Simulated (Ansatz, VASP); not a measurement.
# MgS in VASP and in Ansatz

```xyz
8
Lattice="6.8619 0.0000 0.0000 0.0000 6.8619 0.0000 0.0000 0.0000 4.0925" Properties=species:S:1:pos:R:3 pbc="T T T"
Mg    4.6246    4.6246    0.0000
Mg    5.6683    1.1937    2.0462
Mg    2.2373    2.2373    0.0000
Mg    1.1937    5.6683    2.0462
S     5.5692    5.5692    2.0462
S     4.7236    2.1383    0.0000
S     1.2927    1.2927    2.0462
S     2.1383    4.7236    0.0000
```

Alike in both runs: functional PBE; k mesh 4 × 4 × 4; occupations gaussian, width 0.1 eV; no spin polarisation.

Ansatz relaxed the structure, and its values are those at the end. VASP's run is a single point on that final structure, the one shown.

|  | VASP | Ansatz |
| --- | --- | --- |
| version | VASP 6.6.1 | Ansatz 0.2.0 |
| potentials or method | VASP PAW PBE potentials, release 64 (Mg, S) | scalar-relativistic, plane waves, PAW |
| plane-wave cutoff (eV) | 520 | 420 |
| valence electrons in the cell | 32 | 64 |

```csv
,VASP,Ansatz,Ansatz less VASP
gap on the k mesh at the Fermi level (eV),3.34,3.34,+0.006
least direct gap on the mesh (eV),3.34,3.34,+0.006
pressure (GPa),-0.1,0.0,+0.15
rms of the force components (eV/Å),0.024,0.022,-0.0018
```

The two sets of potentials don't hold the same shells in valence.

As with any semilocal functional, this PBE gap is likely too small.
